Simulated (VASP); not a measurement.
# Se: relaxation of cell and atoms with PBEsol

Se:

```xyz
8
Lattice="5.9802 0.0000 0.0000 0.0000 5.9802 0.0000 0.0000 0.0000 5.9802" Properties=species:S:1:pos:R:3 pbc="T T T"
Se    2.9901    2.9901    2.9901
Se    0.0000    0.0000    0.0000
Se    1.4950    0.0000    2.9901
Se    2.9901    1.4950    0.0000
Se    2.9901    4.4851    0.0000
Se    4.4851    0.0000    2.9901
Se    0.0000    2.9901    4.4851
Se    0.0000    2.9901    1.4950
```

The cell was built by a generator and needn't be a form met in nature.

```
Program                : VASP 6.6.1
Task                   : relaxation of cell and atoms
Functional             : PBEsol
Potentials or basis    : VASP PAW PBE potentials, release 64 (Se)
Cutoff                 : 600 eV
k mesh                 : 4 × 4 × 4
Occupations            : gaussian, width 0.1 eV
Spin                   : no spin polarisation
Dipole correction      : no
Further INCAR settings : ALGO = Normal; EDIFF = 1e-07; IBRION = 2; EDIFFG = -0.04; NSW = 90; ISIF = 3
```

| Quantity | Value |
| --- | --- |
| Relaxed volume | 19.79 Å³/atom |
| Relaxed cell | a = 5.410 Å, b = 5.410 Å, c = 5.410 Å, α = 90.00°, β = 90.00°, γ = 90.00° |
| Space group after relaxing (to 0.05 Å) | Pm-3n (No. 223) |
| Energy gained by relaxing | 347.0 meV/atom |
| Ionic steps | 2 |
| Pressure after relaxing | -0.2 GPa |

The path:
| step | energy change (eV) | largest force (eV/Å) | pressure (GPa) | volume (Å³) |
| --- | --- | --- | --- | --- |
| 1 | 0.0000 | 0.0000 | -11.85 | 213.86 |
| 2 | -2.7763 | 0.0000 | -0.17 | 158.31 |

Final structure:
```yaml
crystal:
  lattice:
    - [5.40963, 0.00000, 0.00000]
    - [0.00000, 5.40963, 0.00000]
    - [0.00000, 0.00000, 5.40963]
  atoms:
    - { symbol: Se, position: [0.50000, 0.50000, 0.50000] }
    - { symbol: Se, position: [0.00000, 0.00000, 0.00000] }
    - { symbol: Se, position: [0.25000, 0.00000, 0.50000] }
    - { symbol: Se, position: [0.50000, 0.25000, 0.00000] }
    - { symbol: Se, position: [0.50000, 0.75000, 0.00000] }
    - { symbol: Se, position: [0.75000, 0.00000, 0.50000] }
    - { symbol: Se, position: [0.00000, 0.50000, 0.75000] }
    - { symbol: Se, position: [0.00000, 0.50000, 0.25000] }
```

Levels at points of the mesh, in eV from the Fermi level:
| k point | band 21 | band 22 | band 23 | band 24 | band 25 | band 26 | band 27 | band 28 |
| --- | --- | --- | --- | --- | --- | --- | --- | --- |
| (0.00, 0.00, 0.00) | -0.24 | -0.24 | -0.24 | 0.08 | 0.08 | 0.08 | 1.66 | 1.66 |
| (0.50, 0.00, 0.00) | -1.20 | -1.20 | -0.50 | -0.50 | 0.20 | 0.20 | 1.55 | 1.55 |
| (0.50, 0.50, 0.00) | -1.38 | -0.64 | -0.24 | -0.24 | 0.36 | 0.36 | 0.48 | 0.51 |
| (0.50, 0.50, 0.50) | -1.05 | -1.05 | -0.88 | -0.88 | -0.88 | -0.88 | -0.40 | -0.40 |

Run time: 2.5 min on 1 thread of Intel(R) Xeon(R) Platinum 8488C (Sapphire Rapids), on a shared host, peak memory 0.34 GiB.

Caveat: the volume moved by over 15 % at a fixed basis, so the end points are rough; the bands computed are all filled at some k points, so no gap is given; the PAW data sets were made with another functional, which shifts forces and pressure a little.
